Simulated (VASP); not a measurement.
Write the native input for VASP 6.6.1 that does the following.

```
Task                   : single point
Functional             : PBE
Potentials or basis    : VASP PAW PBE potentials, release 64 (Mg, Sn_d, N)
Cutoff                 : 520 eV
k mesh                 : 5 × 1 × 1
Occupations            : methfessel-paxton, width 0.061 eV
Spin                   : collinear spin, zero start
Starting moments       : [0.0, 0.0, 0.0, 0.0, 0.0] μB
Fixed moment           : 0 μB
Dipole correction      : no
Further INCAR settings : ALGO = Normal; EDIFF = 1e-07; NBANDS = 32
```

The structure of MgSn2N2 lies in POSCAR:

```
MgSn2N2
1.0
    3.3605490000      0.0000000000      0.0000000000
    0.0000000000      3.3605490000      0.0000000000
    0.0000000000      0.0000000000      8.1883940000
Mg Sn N
1 2 2
Direct
    0.5000000000      0.5000000000      0.0000000000
    0.0000000000      0.0000000000      0.6921370000
    0.0000000000      0.0000000000      0.3078630000
    0.0000000000      0.5000000000      0.1526980000
    0.5000000000      0.0000000000      0.8473020000
```

The cell comes from a database or a generator and needn't be the stable form of this composition.

The input as run:

INCAR

```
SYSTEM = MgSn2N2
PREC = Accurate
ENCUT = 520
EDIFF = 1E-7
ISMEAR = 1
SIGMA = 0.061
LREAL = .False.
LASPH = .True.
NELM = 150
ALGO = Normal
ISIF = 2
LWAVE = .False.
LCHARG = .False.
ISPIN = 2
MAGMOM = 0 0 0 0 0
LORBIT = 11
NUPDOWN = 0.0
GGA = PE
NBANDS = 32
```

KPOINTS

```
Automatic mesh
0
Gamma
  5 1 1
  0 0 0
```

Potentials or basis: VASP PAW PBE potentials, release 64 (Mg, Sn_d, N).

The run is started by

```sh
$ cat potpaw_PBE.64/Mg/POTCAR potpaw_PBE.64/Sn_d/POTCAR potpaw_PBE.64/N/POTCAR > POTCAR
$ mpirun -np 1 vasp_std > vasp.out
```

Results of the run:

- Pressure: 2.0 GPa
- Largest force: 1.183 eV/Å
- Net moment: 0.00 μB per cell
- Valence electrons inside the program's atomic spheres: Mg 0.40; Sn 12.23; N 3.74

Caveat: the k mesh is coarse (spacing up to 1.87 Å⁻¹), so the values aren't converged; the total moment is fixed, so each spin has its own Fermi level; forces of over 1 eV/Å show positions far from the minimum, so gaps and moduli don't describe the material at rest.

It took 52 s on 1 thread of Intel(R) Xeon(R) Platinum 8488C (Sapphire Rapids), with other jobs on the host, peak memory 0.24 GiB.
